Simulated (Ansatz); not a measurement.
This log comes from Ansatz, run on SiC (F-43m) from a database structure. The cell was relaxed with r2SCAN and then strained (isotropic -5.11 % on every length), with the atoms relaxed again with r2SCAN; k points keep the names of the unstrained zone.

The cell given to it:
```cif
data_structure
_symmetry_space_group_name_H-M 'P 1'
_symmetry_Int_Tables_number 1
_cell_length_a 2.9228
_cell_length_b 2.9228
_cell_length_c 2.9228
_cell_angle_alpha 60.000
_cell_angle_beta 60.000
_cell_angle_gamma 60.000
_cell_volume 17.66
loop_
_atom_site_label
_atom_site_type_symbol
_atom_site_fract_x
_atom_site_fract_y
_atom_site_fract_z
_atom_site_occupancy
Si1 Si 0.25000 0.25000 0.25000 1
C1 C 0.00000 0.00000 0.00000 1
```

Output, abridged:
```
scf.n_extra_bands = 4 over 4 filled bands (N_el = 8.0): the run solves 8 bands
Functional definition: HSE06
Crystal: 2 atoms, lattice volume = 17.656 Å³
Basis set: ecut = 420 eV, 331 PW (Γ)
Symmetry: 24 space group operations
Space group: F-43m (ITA 216)
k-points: 29 of 512 (time reversal used)
[warm-up without exact exchange]
SCF 1 stopped early in 2 iterations: F = -886.680559 eV  dr2 = 7.65e-5
[exact exchange on]
Exchange kernel: α = 0.2500, screened, ω = 0.2079 Å⁻¹, Wigner–Seitz truncation, v(0) = 1046.4993 eV·Å³, q-mesh 8×8×8
SCF 2 stopped early in 5 iterations: F = -887.411304 eV  dr2 = 1.07e-6
hybrid outer 1: dexx = +2.095e-3 eV, tail = 4.41e-6 eV
SCF 3 converged in 2 iterations: F = -887.411296 eV  dr2 = 9.23e-9
hybrid outer 2: dexx = +3.275e-8 eV, tail = 1.96e-8 eV, Δε = 1.42e-3 eV
NSCF: frozen V_eff on 7 k-points
hybrid SCF converged: 2 outer / 7 inner (+2 warm-up)
Free energy (F): -887.411296 eV
Fermi energy:    10.937499 eV
--- Per-component energies (eV) ---
  E_band       = 32.094790
  E_kinetic    = 145.090318
  E_local      = -94.024069
  E_nonlocal   = 53.127538
  E_hartree    = 30.703389
  E_xc         = -88.085388
  E_vxc        = -91.363806
  E_exx        = -15.981298
  E_paw        = -617.914622
  E_vpaw       = -10.178797
  E_ewald      = -300.250844
  E_core_change = -0.076335
--- Forces (eV/Å), atoms counted from 1 ---
  atom   1  Si      0.00000      0.00000      0.00000
  atom   2  C       0.00000      0.00000      0.00000
--- Stress (GPa, compression-positive) ---
       47.255970       0.000000       0.000000
        0.000000      47.255970       0.000000
        0.000000       0.000000      47.255970
  P = ⅓ Tr σ = 47.2560 GPa (472.560 kbar)
--- Band table (eV; the first three rows and the last of 29) ---
  k-point 0: bands = [-7.4016, 10.9375, 10.9375, 10.9375, 20.4592, 20.8349, 20.8349, 20.8349]
  k-point 1: bands = [-7.0281, 9.2684, 10.7167, 10.7167, 20.2576, 21.2488, 21.2488, 21.8443]
  k-point 2: bands = [-5.9311, 5.9258, 10.2649, 10.2649, 19.7028, 21.3148, 21.3148, 23.3543]
  k-point 28: bands = [-0.8231, 3.0476, 4.6878, 5.2291, 17.5655, 22.8619, 23.2708, 23.8906]
```

bands.tsv, columns around the gap (it counts bands from 0):
```tsv
# k_distance	band_0	band_1	band_2	band_3	band_4	band_5	band_6	band_7
# fermi_ev = 10.937499
# [0, 0, 0] at k_distance = 0.000000
# [-0.5, -0.5, 0] at k_distance = 1.520063
# [-0.375, -0.375, 0.25] at k_distance = 2.057487
# [-0.375, 0, 0.375] at k_distance = 2.988331
# [0, 0, 0.5] at k_distance = 3.919176
# [-0.5, -0.25, 0.25] at k_distance = 4.994023
# [0, 0.5, 0.5] at k_distance = 6.693505
# levels_relative_to = fermi_ev
0.000	-18.339	0.000	0.000	0.000	9.522	9.897	9.897	9.897
1.520	-12.093	-9.100	-3.811	-3.811	2.114	6.049	17.947	17.947
2.057	-12.051	-8.341	-6.871	-3.077	4.283	10.097	14.998	16.167
2.988	-12.051	-8.341	-6.871	-3.077	4.283	10.097	14.998	16.167
3.919	-13.829	-10.315	-1.176	-1.176	8.255	9.223	9.223	12.490
4.994	-11.761	-7.890	-6.250	-5.708	6.628	11.924	12.333	12.953
6.694	-12.093	-9.100	-3.811	-3.811	2.114	6.049	17.947	17.947
```
In order the rows are Γ, X, U, K, L, W, X.

Problem. What input produced it? Give the YAML.

Solution.
```yaml
crystal:
  # lattice and atoms as above
kpoints:
  mp_grid: { grid: [8, 8, 8] }
  band_path:
    path:
      - [0.0, 0.0, 0.0]
      - [-0.5, -0.5, 0.0]
      - [-0.375, -0.375, 0.25]
      - [-0.375, 0.0, 0.375]
      - [0.0, 0.0, 0.5]
      - [-0.5, -0.25, 0.25]
      - [0.0, 0.5, 0.5]
    npoints: 1
hamiltonian:
  xc: hse06
scf:
  occupations: { method: fixed }
  n_extra_bands: 4
output:
  forces: true
  stress: true
  eigenvalues: true
```
The exchange loop and the term E_exx show exact exchange. A single point prints forces and stress when the output block asks for them. Keys that only write grids to files are left aside. Not every key shows in the log; this is the file that was used.

Command: `ansatz run input.yaml --threads 4 --pin off --max-ram 4608MiB --backend cpu --events-out ev --progress --plain --runs-dir out`. It took 14 s on 4 threads of Arm Neoverse V1, with other jobs on the host; peak host memory 0.92 GiB.

No spin polarisation and no zero-point or thermal motion.

The stress of a hybrid is loosely converged in these runs.

The meshes of the hybrids are coarse, so their gaps aren't converged to the digits shown.
